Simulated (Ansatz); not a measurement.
## VO2 under strain: Field gradients at the nuclei

The cell is a structure deposited in the COD, relaxed with PBE at fixed cell and then changed (z stretched by 1 %, ions relaxed).

```
V O
1.0
     4.55460    0.00000    0.00000
     0.00000    4.55460    0.00000
     0.00000    0.00000    2.88133
V O
2 4
Direct
  0.00000 0.00000 0.00000
  0.50000 0.50000 0.50000
  0.30052 0.30052 0.00000
  0.19948 0.80052 0.50000
  0.69948 0.69948 0.00000
  0.80052 0.19948 0.50000
```

Atom numbers follow the list; atoms alike are taken as one site, whose name carries the number of the first.

Level of theory: DFT, PBE, plane waves and PAW, scalar-relativistic, collinear spin, 420 eV cutoff, Γ-centred 10×10×16 k-points, Fermi–Dirac smearing 0.05 eV (Ansatz 0.2.0). Start moments as typed (μB): 1 on each V, none on the rest.

Conventions: |V_zz| ≥ |V_yy| ≥ |V_xx|, η = (V_xx − V_yy)/V_zz, C_Q = eQV_zz/h.

51V: I = 7/2, Q = -52.00 mb; O-17: I = 5/2, Q = -25.58 mb. Nuclear quadrupole moments: year-2017 set (Pyykkö).

| site | atoms (order as listed) | first shell | V_zz (10²¹ V/m²) | η | C_Q (MHz) |
| --- | --- | --- | --- | --- | --- |
| V | 1, 2 | 6 O at 1.93–1.94 Å | 0.40 | 0.38 | -0.499 |
| O | 3, 4, 5, 6 | 3 V at 1.93–1.94 Å | -2.97 | 0.83 | 1.84 |

The run finds no gap above 0.1 eV (a metal, or nearly one), so the gradients can move by 10 % or more with the k-mesh. Semilocal functionals can leave a metal where correlation in the d or f shell opens a gap in the real compound, and that would change the values at and beside V. All moments are parallel here, as the start or the cell imposes; many such compounds order antiparallel, where fields and spin densities carried over to other atoms largely cancel. The magnetic order is the one that the run reached from its start moments, not necessarily the measured one.
